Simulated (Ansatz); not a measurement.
**TeMo₂: competing structures**

Theory: DFT PBE, scalar-relativistic, plane waves, PAW in Ansatz. Settings: cutoff 420 eV, Γ-centred meshes no coarser than 0.19 Å⁻¹ for metals and 0.3 Å⁻¹ for insulators (2π included), Gaussian smearing.

Temperature and zero-point effects are left out. Only the structures computed here compete, so a lower one can exist. For metals, differences of a few meV/atom aren't resolved. Spin–orbit coupling is left out. No run is spin-polarised.

| # | started from | space group | atoms | V (Å³/atom) | ΔE (meV/atom) | gap on mesh (eV) |
| --- | --- | --- | --- | --- | --- | --- |
| 1 | anatase type, changed | I4_1/amd (No. 141) | 6 | 19.9 | 0 | 0.00 |
| 2 | fluorite type | Fm-3m (No. 225) | 3 | 20.2 | 452 | 0.00 |

The lowest structure: Space group I4_1/amd (No. 141), tetragonal, a = 5.219 Å, c = 8.775 Å. Around Te lie 4 Mo at 2.79 Å, 2 Mo at 3.18 Å and 4 Te at 3.41 Å; Mo has 1 Mo at 2.42 Å, 2 Mo at 2.62 Å and 2 Te at 2.79 Å. Its energy against the elements is 0.54 eV/atom, so it is unstable even against them. Formation energies are uncorrected and refer to the lowest elemental structures computed at the same level.

```
Te Mo
1.0
    -2.60951    2.60951    4.38727
     2.60951   -2.60951    4.38727
     2.60951    2.60951   -4.38727
Te Mo
2 4
Direct
  0.00000 0.00000 0.00000
  0.75000 0.25000 0.50000
  0.36193 0.36193 0.00000
  0.11193 0.61193 0.50000
  0.38807 0.88807 0.50000
  0.63807 0.63807 0.00000
```

The second: Space group Fm-3m (No. 225), cubic, a = 6.236 Å. Te is coordinated by 8 Mo at 2.70 Å; Mo has 4 Te at 2.70 Å and 6 Mo at 3.12 Å.